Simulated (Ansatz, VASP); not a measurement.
One calculation of BiTe, two programs

File INCAR:

```
PREC     = Accurate       # precision mode
ENCUT    = 520            # plane-wave cutoff, eV
EDIFF    = 1E-6           # SCF threshold, eV
ISMEAR   = 0              # smearing method
SIGMA    = 0.05           # smearing width, eV
LREAL    = False          # projectors in reciprocal space
LASPH    = True           # aspherical terms in the spheres
NELM     = 60             # most SCF steps
ALGO     = Normal         # electronic algorithm
ISIF     = 2              # what is computed and relaxed
LWAVE    = False          # write WAVECAR
LCHARG   = False          # write CHGCAR
GGA      = PE             # functional
NBANDS   = 18             # bands
```

File KPOINTS:

```
regular mesh
0
Gamma
  8 8 8
```

POSCAR

```
BiTe
1.0
    0.0000000000      3.5738015013      3.5738015013
    3.5738015013      0.0000000000      3.5738015013
    3.5738015013      3.5738015013      0.0000000000
Bi Te
1 1
Direct
    0.0000000000      0.0000000000      0.0000000000
    0.2500000000      0.2500000000      0.2500000000
```

Input for Ansatz:

```yaml
crystal:
  lattice:
    - [0.0, 3.5738015013, 3.5738015013]
    - [3.5738015013, 0.0, 3.5738015013]
    - [3.5738015013, 3.5738015013, 0.0]
  atoms:
    - { symbol: Bi, position: [0.0, 0.0, 0.0] }
    - { symbol: Te, position: [0.25, 0.25, 0.25] }
basis:
  ecutwfc: 420
  ecutrho_ratio: 4
kpoints:
  mp_grid: { grid: [8, 8, 8] }
hamiltonian:
  xc: pbe
scf:
  occupations: { method: gaussian, width: 0.05 }
output:
  forces: true
  stress: true
  eigenvalues: true
```

Alike in both runs: task single point; functional PBE; k mesh 8 × 8 × 8; occupations gaussian, width 0.05 eV; no spin polarisation.

|  | VASP | Ansatz |
| --- | --- | --- |
| version | VASP 6.6.1 | Ansatz 0.2.0 |
| potentials or method | VASP PAW PBE potentials, release 64 (Bi_d, Te) | scalar-relativistic, plane waves, PAW |
| plane-wave cutoff (eV) | 520 | 420 |
| valence electrons in the cell | 21 | 31 |

```tsv
	VASP	Ansatz	Ansatz less VASP
gap on the k mesh at the Fermi level (eV)	none	none	-
pressure (GPa)	1.2	1.2	+0.04
```

A gap of «none» marks a metal or a gap that the smearing closes. The functional is the same, so the differences come from potentials, cutoffs and numerics. The two sets of potentials don't hold the same shells in valence.

Caveats: spin-orbit coupling is left out, which moves the levels of the heavy elements.
